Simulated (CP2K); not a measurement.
Here is a CP2K 2026.2 calculation.

zns_bands.inp

```
&GLOBAL
  PROJECT zns_bands
  RUN_TYPE ENERGY_FORCE
  PRINT_LEVEL LOW
&END GLOBAL
&FORCE_EVAL
  METHOD QS
  STRESS_TENSOR ANALYTICAL
  &DFT
    BASIS_SET_FILE_NAME BASIS_MOLOPT_UZH
    POTENTIAL_FILE_NAME POTENTIAL_UZH
    &MGRID
      CUTOFF 450
      REL_CUTOFF 60
      NGRIDS 5
    &END MGRID
    &QS
      METHOD GPW
      EPS_DEFAULT 1.0E-9
    &END QS
    &KPOINTS
      SCHEME MONKHORST-PACK 9 9 9
      GAMMA_CENTERED T
      SYMMETRY T
      SYMMETRY_BACKEND SPGLIB
    &END KPOINTS
    &SCF
      SCF_GUESS ATOMIC
      EPS_SCF 1.0E-6
      MAX_SCF 100
      ADDED_MOS 10
      CHOLESKY OFF
      EPS_EIGVAL 1.0E-7
      &DIAGONALIZATION ON
        ALGORITHM STANDARD
      &END DIAGONALIZATION
      &MIXING ON
        METHOD BROYDEN_MIXING
        ALPHA 0.4
        BETA 1.5
        NBUFFER 8
      &END MIXING
      &SMEAR ON
        METHOD FERMI_DIRAC
        ELECTRONIC_TEMPERATURE 580.23
      &END SMEAR
    &END SCF
    &XC
      &XC_FUNCTIONAL
        &GGA_X_PBE_SOL
        &END GGA_X_PBE_SOL
        &GGA_C_PBE_SOL
        &END GGA_C_PBE_SOL
      &END XC_FUNCTIONAL
    &END XC
    &PRINT
      &KPOINTS ON
      &END KPOINTS
      &MULLIKEN ON
      &END MULLIKEN
      &MO ON
        ENERGIES T
        OCCUPATION_NUMBERS T
        &EACH
          QS_SCF 0
        &END EACH
        ADD_LAST NUMERIC
      &END MO
      &BAND_STRUCTURE
        FILE_NAME bands.bs
        ADDED_MOS 6
        &KPOINT_SET
          UNITS B_VECTOR
          NPOINTS 10
          SPECIAL_POINT GAMMA 0.00000000 0.00000000 0.00000000
          SPECIAL_POINT X 0.50000000 0.00000000 0.50000000
          SPECIAL_POINT W 0.50000000 0.25000000 0.75000000
          SPECIAL_POINT K 0.37500000 0.37500000 0.75000000
          SPECIAL_POINT GAMMA 0.00000000 0.00000000 0.00000000
          SPECIAL_POINT L 0.50000000 0.50000000 0.50000000
          SPECIAL_POINT U 0.62500000 0.25000000 0.62500000
          SPECIAL_POINT W 0.50000000 0.25000000 0.75000000
          SPECIAL_POINT L 0.50000000 0.50000000 0.50000000
          SPECIAL_POINT K 0.37500000 0.37500000 0.75000000
        &END KPOINT_SET
        &KPOINT_SET
          UNITS B_VECTOR
          NPOINTS 10
          SPECIAL_POINT U 0.62500000 0.25000000 0.62500000
          SPECIAL_POINT X 0.50000000 0.00000000 0.50000000
        &END KPOINT_SET
      &END BAND_STRUCTURE
    &END PRINT
  &END DFT
  &SUBSYS
    &CELL
      A 3.8212050455 0.0000000000 0.0000000000
      B 1.9106025228 3.3092606425 0.0000000000
      C 1.9106025228 1.1030868808 3.1200008547
      PERIODIC XYZ
    &END CELL
    &COORD
      SCALED
      Zn  0.7500000000 0.7500000000 0.7500000000
      S   0.0000000000 0.0000000000 0.0000000000
    &END COORD
    &KIND Zn
      BASIS_SET TZVP-MOLOPT-PBE-GTH-q12
      POTENTIAL GTH-PBE-q12
    &END KIND
    &KIND S
      BASIS_SET TZVP-MOLOPT-PBE-GTH-q6
      POTENTIAL GTH-PBE-q6
    &END KIND
    &PRINT
      &ATOMIC_COORDINATES ON
      &END ATOMIC_COORDINATES
      &CELL ON
      &END CELL
      &SYMMETRY ON
      &END SYMMETRY
    &END PRINT
  &END SUBSYS
  &PRINT
    &FORCES ON
    &END FORCES
    &STRESS_TENSOR ON
    &END STRESS_TENSOR
  &END PRINT
&END FORCE_EVAL
```

Potentials or basis: POTENTIAL_UZH Zn GTH-PBE-q12, S GTH-PBE-q6; TZVP-MOLOPT-PBE-GTH basis.

The run is started by

```console
$ OMP_NUM_THREADS=2 cp2k.psmp -i zns_bands.inp -o zns_bands.out
```

**Question.** Predict the band gap along the path.

**Answer.** 1.90 eV, direct.

**Question.** Predict the pressure.

**Answer.** -1.3 GPa.

**Question.** What does it give for the band gap on the k mesh?

**Answer.** 1.90 eV, direct.

**Question.** Predict the Mulliken charges.

**Answer.** Zn +0.29; S -0.29 e.

Levels at the corners of the path, in eV from the valence-band top:
| point | band 7 | band 8 | band 9 | band 10 | band 11 | band 12 |
| --- | --- | --- | --- | --- | --- | --- |
| Γ | 0.00 | 0.00 | 0.00 | 1.90 | 6.25 | 6.25 |
| X | -4.65 | -2.28 | -2.28 | 3.22 | 3.98 | 10.88 |
| W | -4.70 | -2.85 | -2.79 | 5.57 | 5.98 | 7.76 |
| K | -4.73 | -3.20 | -1.86 | 3.98 | 5.89 | 9.36 |
| Γ | 0.00 | 0.00 | 0.00 | 1.90 | 6.25 | 6.25 |
| L | -5.42 | -0.90 | -0.90 | 3.12 | 6.89 | 6.89 |
| U | -4.73 | -3.20 | -1.86 | 3.98 | 5.89 | 9.36 |
| W | -4.70 | -2.85 | -2.79 | 5.57 | 5.98 | 7.76 |
| L | -5.42 | -0.90 | -0.90 | 3.12 | 6.89 | 6.89 |
| K | -4.73 | -3.20 | -1.86 | 3.98 | 5.89 | 9.36 |
| U | -4.73 | -3.20 | -1.86 | 3.98 | 5.89 | 9.36 |
| X | -4.65 | -2.28 | -2.28 | 3.22 | 3.98 | 10.88 |

Caveat: the potentials were made for another functional, which shifts forces and pressure; the basis of atomic orbitals isn't converged, which shifts pressures, moduli and gaps.

**What was measured.**

“Electronic, vibrational, and thermodynamic properties of ZnS (zincblende and rocksalt structure)”, 2009, arxiv:0911.5022 quotes, for a bulk crystal of ZnS at 19 K: band gap 3.85 eV (direct).

Against the measured gap of ZnS, 3.85 eV (direct; 19 K; quoted in “Electronic, vibrational, and thermodynamic properties of ZnS (zincblende and rocksalt structure)”, 2009, arxiv:0911.5022), the calculated 1.90 eV is off by -1.95 eV. So large a miss can be the level of theory's own, or it may mean another phase, state or a wrong row. The value is that of PBEsol in an atomic basis (POTENTIAL_UZH Zn GTH-PBE-q12, S GTH-PBE-q6; TZVP-MOLOPT-PBE-GTH basis), whose error adds to the functional's,, without temperature or zero-point motion. Semilocal functionals fall short of measured gaps as a rule.
